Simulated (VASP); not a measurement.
Set up this calculation in VASP 6.6.1, as the native input.

| Quantity | Value |
| --- | --- |
| Task | single point |
| Functional | HSE06 |
| Potentials or basis | VASP PAW PBE potentials, release 64 (La, B) |
| Cutoff | 520 eV |
| k mesh | 6 × 6 × 6 |
| Occupations | gaussian, width 0.1 eV |
| Spin | no spin polarisation |
| Grid for exact exchange (PRECFOCK) | Fast |
| Screening parameter | 0.2 1/A |
| Further INCAR settings | ALGO = Normal; EDIFF = 1e-06 |

The system is LaB6.

```
CELL_PARAMETERS angstrom
4.13039 0.00000 0.00000
0.00000 4.13039 0.00000
0.00000 0.00000 4.13039
ATOMIC_POSITIONS crystal
La 0.00000 0.00000 0.00000
B 0.80044 0.50000 0.50000
B 0.19956 0.50000 0.50000
B 0.50000 0.50000 0.80044
B 0.50000 0.50000 0.19956
B 0.50000 0.19956 0.50000
B 0.50000 0.80044 0.50000
```

The cell is a database's computed one.

These files were run (other wordings do the same):

POSCAR

```
LaB6
1.0
    4.1303900000      0.0000000000      0.0000000000
    0.0000000000      4.1303900000      0.0000000000
    0.0000000000      0.0000000000      4.1303900000
La B
1 6
Direct
    0.0000000000      0.0000000000      0.0000000000
    0.8004400000      0.5000000000      0.5000000000
    0.1995600000      0.5000000000      0.5000000000
    0.5000000000      0.5000000000      0.8004400000
    0.5000000000      0.5000000000      0.1995600000
    0.5000000000      0.1995600000      0.5000000000
    0.5000000000      0.8004400000      0.5000000000
```

INCAR.step1

```
ALGO     = Normal         # electronic algorithm
EDIFF    = 1E-5           # SCF threshold, eV
ENCUT    = 520            # plane-wave cutoff, eV
GGA      = PE             # functional
ISIF     = 2              # what is computed and relaxed
ISMEAR   = 0              # smearing method
LASPH    = T              # aspherical terms in the spheres
LCHARG   = F              # write CHGCAR
LREAL    = F              # projectors in reciprocal space
LWAVE    = T              # write WAVECAR
NELM     = 60             # most SCF steps
PREC     = Accurate       # precision mode
SIGMA    = 0.1            # smearing width, eV
```

INCAR.step2

```
ALGO     = Normal         # electronic algorithm
EDIFF    = 1E-6           # SCF threshold, eV
ENCUT    = 520            # plane-wave cutoff, eV
GGA      = PE             # functional
HFSCREEN = 0.2            # screening, 1/A
ISIF     = 2              # what is computed and relaxed
ISMEAR   = 0              # smearing method
ISTART   = 1            
LASPH    = T              # aspherical terms in the spheres
LCHARG   = F              # write CHGCAR
LHFCALC  = T              # exact exchange
LREAL    = F              # projectors in reciprocal space
LWAVE    = F              # write WAVECAR
NELM     = 60             # most SCF steps
PREC     = Accurate       # precision mode
PRECFOCK = Fast         
SIGMA    = 0.1            # smearing width, eV
```

KPOINTS

```
k-points
0
Gamma
  6 6 6
```

Potentials or basis: VASP PAW PBE potentials, release 64 (La, B).

Command:

```sh
$ cat potpaw_PBE.64/La/POTCAR potpaw_PBE.64/B/POTCAR > POTCAR
$ cp INCAR.step1 INCAR
$ mpirun -np 1 vasp_std > vasp.out
$ cp INCAR.step2 INCAR
$ mpirun -np 1 vasp_std > vasp.out
```

Results of the run:

```
Pressure               : 1.1 GPa
Largest force          : 0.155 eV/Å
Band gap on the k mesh : none (metal or under the smearing width)
```

Caveat: the PAW data sets were made with another functional, which shifts forces and pressure a little.

Wall time 74 min on 1 thread of Intel(R) Xeon(R) Platinum 8259CL CPU @ 2.50GHz (Skylake/Cascade Lake), with other jobs on the host, peak memory 0.33 GiB.
